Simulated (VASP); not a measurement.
# CuCl (Nantokite) (F-43m) in VASP: notebook

One crystal, CuCl (Nantokite), is run at these levels: r2SCAN, PBE; tasks: band structure, dielectric tensor, optical spectrum.

Program: VASP 6.6.1. These are calculated values, not measurements. Logs are shortened: lines on timing, memory, paths and dates and some standing lists are left out, and cuts for length are marked.

**What was measured.**

From a printed reference work, data compilation, for a bulk crystal of CuCl at 4.2 K: band gap 3.399 eV (direct).

How close the calculation comes is told below.

### 1 Starting point

It takes space group F-43m (No. 216, cubic). The conventional cell has a = 5.300 Å, b = 5.300 Å, c = 5.300 Å, α = 90.00°, β = 90.00°, γ = 90.00°. Around Cu (site symmetry -43m) lie 4 Cl at 2.29 Å. Cl (site symmetry -43m) is surrounded by 4 Cu at 2.29 Å.

### 2 Band structure, r2SCAN

Input file INCAR:

```
SYSTEM = CuCl
PREC = Accurate ; ENCUT = 520
EDIFF = 1E-6 ; ISMEAR = 0
SIGMA = 0.03 ; LREAL = .FALSE.
LASPH = .TRUE. ; NELM = 80
ALGO = Normal ; ISIF = 2
LWAVE = .FALSE. ; LCHARG = .FALSE.
LMAXMIX = 4 ; METAGGA = R2SCAN
LMIXTAU = .TRUE. ; NBANDS = 16
```

Input file KPOINTS:

```
regular mesh
0
G
  10 10 10
  0 0 0
```

Input file POSCAR:

```
CuCl                                    
1.0
    0.0000000000      2.6497729766      2.6497729766
    2.6497729766      0.0000000000      2.6497729766
    2.6497729766      2.6497729766      0.0000000000
  Cu              Cl            
     1     1
Direct
     0.0000000000000000    0.0000000000000000    0.0000000000000000
     0.2500000000000000    0.2500000000000000    0.2500000000000000
```

Input file KPOINTS_OPT:

```
explicit points
202
Reciprocal
 0.0000000000  0.0000000000  0.0000000000 1
 0.0555555556  0.0000000000  0.0555555556 1
 0.1111111111  0.0000000000  0.1111111111 1
 0.1666666667  0.0000000000  0.1666666667 1
 0.2222222222  0.0000000000  0.2222222222 1
 0.2777777778  0.0000000000  0.2777777778 1
[... 194 lines left out ...]
 0.5106462100  0.0212924200  0.5106462100 1
 0.4893537900 -0.0212924200  0.4893537900 1
```

Potentials or basis: VASP PAW PBE potentials, release 64 (Cu, Cl).

On the command line:

```
cat potpaw_PBE.64/Cu/POTCAR potpaw_PBE.64/Cl/POTCAR > POTCAR
mpirun -np 1 vasp_std > vasp.out
```

OUTCAR:

```text
SYSTEM = CuCl
   PREC = Accurate
   ENCUT = 520
   EDIFF = 1E-6
   ISMEAR = 0
   LREAL = .FALSE.
   LASPH = .TRUE.
   NELM = 80
   ISIF = 2
   METAGGA = R2SCAN

 ion  position               nearest neighbor table
   1  0.000  0.000  0.000-   2 2.29   2 2.29   2 2.29   2 2.29
   2  0.250  0.250  0.250-   1 2.29   1 2.29   1 2.29   1 2.29

  LATTYP: Found a face centered cubic cell.
 ALAT       =     5.2995459532

  Lattice vectors:

 A1 = (   0.0000000000,   2.6497729766,   2.6497729766)
 A2 = (   2.6497729766,   0.0000000000,   2.6497729766)
 A3 = (   2.6497729766,   2.6497729766,   0.0000000000)

Analysis of symmetry for initial positions (statically):
=====================================================================
 Subroutine PRICEL returns:
 Original cell was already a primitive cell.

 Routine SETGRP: Setting up the symmetry group for a
 face centered cubic supercell.

 Subroutine GETGRP returns: Found 24 space group operations
 (whereof 24 operations were pure point group operations)
 out of a pool of 48 trial point group operations.

The static configuration has the point symmetry T_d .

Analysis of symmetry for dynamics (positions and initial velocities):
=====================================================================
 Subroutine PRICEL returns:
 Original cell was already a primitive cell.

 Routine SETGRP: Setting up the symmetry group for a
 face centered cubic supercell.

 Subroutine GETGRP returns: Found 24 space group operations
 (whereof 24 operations were pure point group operations)
 out of a pool of 48 trial point group operations.

The dynamic configuration has the point symmetry T_d .

 Subroutine INISYM returns: Found 24 space group operations
 (whereof 24 operations are pure point group operations),
 and found     1 'primitive' translations

----------------------------------------------------------------------------------------

                                     Primitive cell

  volume of cell :      37.2097

  direct lattice vectors                    reciprocal lattice vectors
     0.000000000  2.649772977  2.649772977    -0.188695411  0.188695411  0.188695411
     2.649772977  0.000000000  2.649772977     0.188695411 -0.188695411  0.188695411
     2.649772977  2.649772977  0.000000000     0.188695411  0.188695411 -0.188695411

  length of vectors
     3.747344881  3.747344881  3.747344881     0.326830038  0.326830038  0.326830038

  position of ions in fractional coordinates (direct lattice)
     0.000000000  0.000000000  0.000000000
     0.250000000  0.250000000  0.250000000

  ion indices of the primitive-cell ions
   primitive index   ion index
                 1           1
                 2           2

----------------------------------------------------------------------------------------

 KPOINTS: regular mesh

Automatic generation of k-mesh.
 Grid dimensions read from file:
 generate k-points for:   10   10   10

 Generating k-lattice:

  Cartesian coordinates                     Fractional coordinates (reciprocal lattice)
    -0.018869541  0.018869541  0.018869541     0.100000000  0.000000000  0.000000000
     0.018869541 -0.018869541  0.018869541     0.000000000  0.100000000  0.000000000
     0.018869541  0.018869541 -0.018869541     0.000000000  0.000000000  0.100000000

  Length of vectors
     0.032683004  0.032683004  0.032683004

  Shift w.r.t. Gamma in fractional coordinates (k-lattice)
     0.000000000  0.000000000  0.000000000

 Subroutine IBZKPT returns following result:
 ===========================================

 Found     47 irreducible k-points:

 Following reciprocal coordinates:
            Coordinates               Weight
  0.000000  0.000000  0.000000      1.000000
  0.100000  0.000000  0.000000      8.000000
  0.200000  0.000000  0.000000      8.000000
  0.300000  0.000000  0.000000      8.000000
  0.400000  0.000000  0.000000      8.000000
  0.500000  0.000000  0.000000      4.000000
[... 16 lines left out ...]
  0.300000  0.300000  0.000000      6.000000
  0.400000  0.300000  0.000000     24.000000
 [... further k-points ...]
   k-points           NKPTS =     47   k-points in BZ     NKDIM =     47   number of bands    NBANDS=     16
   number of dos      NEDOS =    301   number of ions     NIONS =      2
   total plane-waves  NPLWV =  21952
   dimension x,y,z NGX =    28 NGY =   28 NGZ =   28
   dimension x,y,z NGXF=    56 NGYF=   56 NGZF=   56
   ions per type =               1   1
   NGX,Y,Z   is equivalent  to a cutoff of  12.42, 12.42, 12.42 a.u.
   NGXF,Y,Z  is equivalent  to a cutoff of  24.84, 24.84, 24.84 a.u.
 SYSTEM =  CuCl
   PREC   = accura    normal or accurate (medium, high low for compatibility)
   ISTART =      0    job   : 0-new  1-cont  2-samecut
   ICHARG =      2    charge: 1-file 2-atom 10-const
   ISPIN  =      1    spin polarized calculation?
   LNONCOLLINEAR =      F non collinear calculations
   LSORBIT =      F    spin-orbit coupling
   LASPH  =      T    aspherical Exc in radial PAW
   ENCUT  =  520.0 eV  38.22 Ry    6.18 a.u.   6.97  6.97  6.97*2*pi/ulx,y,z
   NELM   =     80;   NELMIN=  2; NELMDL= -5     # of ELM steps
   EDIFF  = 0.1E-05   stopping-criterion for ELM
   LREAL  =      F    real-space projection
   EDIFFG = 0.1E-04   stopping-criterion for IOM
   NSW    =      0    number of steps for IOM
   IBRION =     -1    ionic relax: 0-MD 1-quasi-New 2-CG
   NFREE  =      0    steps in history (QN), initial steepest desc. (CG)
   ISIF   =      2    stress and relaxation
   ISYM   =      2    0-nonsym 1-usesym 2-fastsym
   POTIM  = 0.5000    time-step for ionic-motion
   TEBEG  =    0.0;   TEEND  =   0.0 temperature during run
   PSTRESS=    0.0 pullay stress
   NELECT =      18.0000    total number of electrons
   NUPDOWN=      -1.0000    fix difference up-down
   EMIN   =  10.00;   EMAX   =-10.00  energy-range for DOS
   EFERMI =   0.00;   METHOD = LEGACY
   ISMEAR =     0;   SIGMA  =   0.03  broadening in eV -4-tet -1-fermi 0-gaus
   EFERMI_NEDOS =   21; number of points for ismear=-14 and -15
   IALGO  =     38    algorithm
   IMIX   =      4    mixing-type and parameters
     AMIX     =   0.40;   BMIX     =  1.00
     AMIX_MAG =   1.60;   BMIX_MAG =  1.00
  volume/ion in A,a.u.               =      18.60       125.55
  Fermi-wavevector in a.u.,A,eV,Ry     =   1.285130  2.428543 22.470820  1.651559
  Thomas-Fermi vector in A             =   2.417282
   LORBIT       =      0    0 simple, 1 ext, 2 COOP (PROOUT), +10 PAW based schemes
   METAGGA = R2SCAN    functional components
   LHFCALC =     F    Hartree Fock is set to
   AEXX    =    0.0000 exact exchange contribution
   IVDW    =     0    specifies the selected vdW correction
   LEPSILON=     F    determine dielectric tensor
   LRPA    =     F    only Hartree local field effects (RPA)
 non-spin polarized calculation
 Gauss-broadening in eV      SIGMA  =   0.03
  energy-cutoff  :      520.00
  volume of cell :       37.21
 maximum number of plane-waves:      1014
   NGX = 13   NGY = 13   NGZ = 13

 number of electron      18.0000013 magnetization

 Free energy of the ion-electron system (eV)
  ---------------------------------------------------
  ext. energy  EPLUGINS =         0.00000000
  ---------------------------------------------------
  free energy    TOTEN  =       -17.95866049 eV

  energy without entropy =      -17.95866049  energy(sigma->0) =      -17.95866049

 E-fermi :   4.5067     XC(G=0): -10.3273

 val. band max:        4.3532064227   @ k =   0.0000   0.0000   0.0000
 cond. band min:       5.3813112375   @ k =   0.0000   0.0000   0.0000
 fundamental gap:      1.0281048147
 Fermi energy:         4.5066616736

 k-point     1 :       0.0000    0.0000    0.0000
  band No.  band energies     occupation
      1     -13.8409      2.00000
      2      -1.1285      2.00000
      3      -1.1285      2.00000
      4      -1.1285      2.00000
      5       2.6693      2.00000
      6       2.6693      2.00000
[... 8 lines left out ...]
     15      16.6692      0.00000
     16      17.9487      0.00000

 k-point     2 :       0.1000    0.0000    0.0000
  band No.  band energies     occupation
      1     -13.7946      2.00000
      2      -1.3338      2.00000
      3      -1.1242      2.00000
      4      -1.1242      2.00000
      5       2.6619      2.00000
      6       2.6619      2.00000
[... 8 lines left out ...]
     15      16.2306      0.00000
     16      18.3169      0.00000

 k-point     3 :       0.2000    0.0000    0.0000
  band No.  band energies     occupation
      1     -13.6696      2.00000
      2      -1.8261      2.00000
      3      -1.1145      2.00000
      4      -1.1145      2.00000
      5       2.6542      2.00000
      6       2.6543      2.00000
[... 8 lines left out ...]
     15      15.7950      0.00000
     16      17.6635      0.00000

 k-point     4 :       0.3000    0.0000    0.0000
  band No.  band energies     occupation
      1     -13.5077      2.00000
      2      -2.3737      2.00000
      3      -1.1053      2.00000
      4      -1.1053      2.00000
      5       2.6732      2.00000
      6       2.6733      2.00000
[... 8 lines left out ...]
     15      16.1395      0.00000
     16      17.0472      0.00000
[... 324 lines left out ...]
 k-point    22 :      -0.2000    0.2000    0.0000
  band No.  band energies     occupation
      1     -13.4528      2.00000
      2      -2.2766      2.00000
      3      -1.4250      2.00000
      4      -1.0742      2.00000
      5       2.5846      2.00000
      6       2.7405      2.00000
[... 8 lines left out ...]
     15      17.6222      0.00000
     16      19.6861      0.00000

 k-point    23 :       0.3000    0.3000    0.0000
  band No.  band energies     occupation
      1     -13.3988      2.00000
      2      -2.3969      2.00000
      3      -1.2110      2.00000
      4      -1.2109      2.00000
      5       2.4319      2.00000
      6       2.8102      2.00000
[... 8 lines left out ...]
     15      17.3897      0.00000
     16      21.7768      0.00000

 k-point    24 :       0.4000    0.3000    0.0000
  band No.  band energies     occupation
      1     -13.2906      2.00000
      2      -2.5877      2.00000
      3      -1.3052      2.00000
      4      -1.2160      2.00000
      5       2.4386      2.00000
      6       2.8314      2.00000
[... 8 lines left out ...]
     15      17.8532      0.00000
     16      20.6844      0.00000

 [... further k-points ...]

------------------------ aborting loop because EDIFF is reached ----------------------------------------

  FORCE on cell =-STRESS in cart. coord.  units (eV):
  Direction    XX          YY          ZZ          XY          YZ          ZX
  --------------------------------------------------------------------------------------
  -------------------------------------------------------------------------------------
  Total        0.4876250      0.4876250      0.4876250      0.0000000      0.0000000      0.0000000
  in kB       20.9961947     20.9961947     20.9961947      0.0000000      0.0000000      0.0000000
  external PRESSURE =      20.9961947 kB  Pullay stress =       0.0000000 kB

 VOLUME and BASIS-vectors are now :
 -----------------------------------------------------------------------------
  energy-cutoff  :      520.00
  volume of cell :       37.21
      direct lattice vectors                 reciprocal lattice vectors
     0.000000000  2.649772977  2.649772977    -0.188695411  0.188695411  0.188695411
     2.649772977  0.000000000  2.649772977     0.188695411 -0.188695411  0.188695411
     2.649772977  2.649772977  0.000000000     0.188695411  0.188695411 -0.188695411

 POSITION                                       TOTAL-FORCE (eV/Angst)
 -----------------------------------------------------------------------------------
      0.00000      0.00000      0.00000        -0.000000     -0.000000     -0.000000
      1.32489      1.32489      1.32489         0.000000      0.000000      0.000000
 -----------------------------------------------------------------------------------
    total drift:                                0.000033      0.000033      0.000033

  FREE ENERGIE OF THE ION-ELECTRON SYSTEM (eV)
  ---------------------------------------------------
  free  energy   TOTEN  =       -17.9586604850 eV

  energy  without entropy=      -17.9586604850  energy(sigma->0) =      -17.95866049
```

It took 3.6 min on 1 thread of AMD EPYC 9R45 (Zen 5), shared host; peak memory 0.16 GiB.

What came out:

```
Free energy             : -17.9587 eV
Pressure                : 2.1 GPa
Band gap on the k mesh  : 1.03 eV, direct
Band gap along the path : 1.03 eV, direct
```

Levels at the corners of the path, in eV from the valence-band top:
```tsv
point	band 7	band 8	band 9	band 10	band 11	band 12
Γ	0.00	0.00	0.00	1.03	7.19	7.19
X	-1.47	-1.27	-1.27	3.63	4.94	9.60
X	-1.47	-1.27	-1.27	3.63	4.94	9.60
W	-1.48	-1.27	-0.90	5.33	6.04	8.09
W	-1.48	-1.27	-0.90	5.33	6.04	8.09
K	-1.51	-1.16	-1.01	4.51	5.75	8.66
K	-1.51	-1.16	-1.01	4.51	5.75	8.66
Γ	0.00	0.00	0.00	1.03	7.19	7.19
Γ	0.00	0.00	0.00	1.03	7.19	7.19
L	-1.55	-0.65	-0.65	3.41	7.44	7.59
L	-1.55	-0.65	-0.65	3.41	7.44	7.59
U	-1.51	-1.16	-1.01	4.51	5.75	8.66
U	-1.51	-1.16	-1.01	4.51	5.75	8.66
W	-1.48	-1.27	-0.90	5.33	6.04	8.09
W	-1.48	-1.27	-0.90	5.33	6.04	8.09
L	-1.55	-0.65	-0.65	3.41	7.44	7.59
L	-1.55	-0.65	-0.65	3.41	7.44	7.59
K	-1.51	-1.16	-1.01	4.51	5.75	8.66
U	-1.51	-1.16	-1.01	4.51	5.75	8.66
X	-1.47	-1.27	-1.27	3.63	4.94	9.60
```

Caveat: the PAW data sets were made with another functional, which shifts forces and pressure a little.

### 3 Dielectric tensor, PBE

Input file INCAR:

```
SYSTEM = CuCl
ALGO = Normal
EDIFF = 1E-8
ENCUT = 520
GGA = PE
ISIF = 2
ISMEAR = 0
LASPH = .True.
LCHARG = .False.
LEPSILON = .True.
LREAL = .False.
LWAVE = .False.
NELM = 80
PREC = Accurate
SIGMA = 0.03
```

Input file KPOINTS:

```
k-points
0
Monkhorst
  14 14 14
  0 0 0
```

POSCAR is that of step 2.

Potentials or basis: VASP PAW PBE potentials, release 64 (Cu, Cl).

On the command line:

```
cat potpaw_PBE.64/Cu/POTCAR potpaw_PBE.64/Cl/POTCAR > POTCAR
mpirun -np 1 vasp_std > vasp.out
```

OUTCAR:

```text
SYSTEM = CuCl
   EDIFF = 1E-8
   ENCUT = 520
   GGA = PE
   ISIF = 2
   ISMEAR = 0
   LASPH = .True.
   LEPSILON = .True.
   LREAL = .False.
   NELM = 80
   PREC = Accurate

 ion  position               nearest neighbor table
   1  0.000  0.000  0.000-   2 2.29   2 2.29   2 2.29   2 2.29
   2  0.250  0.250  0.250-   1 2.29   1 2.29   1 2.29   1 2.29

  LATTYP: Found a face centered cubic cell.
 ALAT       =     5.2995459532

  Lattice vectors:

 A1 = (   0.0000000000,   2.6497729766,   2.6497729766)
 A2 = (   2.6497729766,   0.0000000000,   2.6497729766)
 A3 = (   2.6497729766,   2.6497729766,   0.0000000000)

Analysis of symmetry for initial positions (statically):
=====================================================================
[... 630 lines left out ...]
    -0.00086 -0.35084  0.00000
    -0.35084 -0.00086  0.00000
     0.00000  0.00000  0.00070

 MACROSCOPIC STATIC DIELECTRIC TENSOR (including local field effects in DFT)
 ------------------------------------------------------
           5.176819     0.000000     0.000000
           0.000000     5.176819     0.000000
           0.000000     0.000000     5.176819
 ------------------------------------------------------

 PIEZOELECTRIC TENSOR (including local field effects)  for field in x, y, z        (e  Angst)
          XX          YY          ZZ          XY          YZ          ZX
  --------------------------------------------------------------------------------
  x     0.00000    -0.00000     0.00000     0.00000    -0.82416    -0.00000
  y     0.00000     0.00000     0.00000     0.00000     0.00000    -0.82416
  z    -0.00000    -0.00000     0.00000    -0.82416     0.00000     0.00000

 PIEZOELECTRIC TENSOR (including local field effects)  for field in x, y, z        (C/m^2)
          XX          YY          ZZ          XY          YZ          ZX
  --------------------------------------------------------------------------------
  x     0.00000    -0.00000     0.00000     0.00000    -0.35487    -0.00000
  y     0.00000     0.00000     0.00000     0.00000     0.00000    -0.35487
  z    -0.00000    -0.00000     0.00000    -0.35487     0.00000     0.00000

 BORN EFFECTIVE CHARGES (including local field effects) (in |e|, cummulative output)
 ---------------------------------------------------------------------------------
 ion    1
    1     1.05955     0.00000    -0.00000
    2     0.00000     1.05955     0.00000
    3    -0.00000     0.00000     1.05955
 ion    2
    1    -1.05955     0.00000     0.00000
    2    -0.00000    -1.05955    -0.00000
    3     0.00000    -0.00000    -1.05955
```

OSZICAR:

```text
N       E                     dE             d eps       ncg     rms          rms(c)
DAV:   1     0.123790300218E+03    0.12379E+03   -0.88116E+03  7322   0.174E+03
DAV:   2     0.533453753878E+01   -0.11846E+03   -0.11089E+03  7500   0.306E+02
DAV:   3    -0.617047494799E+01   -0.11505E+02   -0.11308E+02  9657   0.104E+02
[... 12 lines left out ...]
RMM:   9    -0.453275753236E+00    0.10306E-05   -0.11802E-05 65488   0.164E-02    0.333E-03
RMM:  10    -0.453249804264E+00    0.25949E-04   -0.22521E-06 67808   0.700E-03    0.762E-04
RMM:  11    -0.453254072248E+00   -0.42680E-05   -0.56224E-07 72078   0.316E-03    0.266E-04
RMM:  12    -0.453254555811E+00   -0.48356E-06   -0.12027E-07 67253   0.900E-04    0.182E-04
RMM:  13    -0.453256082368E+00   -0.15266E-05   -0.70669E-08 72435   0.456E-04    0.423E-05
RMM:  14    -0.453255678571E+00    0.40380E-06    0.19744E-08 54992   0.150E-04    0.669E-06
```

Run time: 37 min. Hardware: 1 thread of AMD EPYC 9R45 (Zen 5), shared host; peak memory 1.5 GiB.

Results:

| Item | Value |
| --- | --- |
| Electronic dielectric tensor (diagonal) | 5.18 |
| Born charges (mean of the diagonal) | Cu +1.06; Cl -1.06 e |

Electronic dielectric tensor:
```
5.18 0.00 0.00
0.00 5.18 0.00
0.00 0.00 5.18
```

Born effective charge tensors (e):
atom 1, Cu
```
1.06 0.00 0.00
0.00 1.06 0.00
0.00 0.00 1.06
```
atom 2, Cl
```
-1.06  0.00  0.00
 0.00 -1.06  0.00
 0.00  0.00 -1.06
```

(Continued in part 2 of 2.)
